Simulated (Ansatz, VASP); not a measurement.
**Rh in VASP and in Ansatz**

```xyz
1
Lattice="0.0000 1.9161 1.9161 1.9161 0.0000 1.9161 1.9161 1.9161 0.0000" Properties=species:S:1:pos:R:3 pbc="T T T"
Rh    0.0000    0.0000    0.0000
```

Alike in both runs: task single point; functional PBE; k mesh 14 × 14 × 14; occupations gaussian, width 0.6 eV; no spin polarisation.

|  | VASP | Ansatz |
| --- | --- | --- |
| version | VASP 6.6.1 | Ansatz 0.2.0 |
| potentials or method | VASP PAW PBE potentials, release 64 (Rh_pv) | plane waves (420 eV) with PAW, scalar-relativistic |
| plane-wave cutoff (eV) | 520 | 420 |
| valence electrons in the cell | 15 | 17 |

Ansatz gave:

```
pressure (GPa) : 2.1
```

Estimate VASP's values.

pressure (GPa): 2.2.

The two sets of potentials don't hold the same shells in valence.
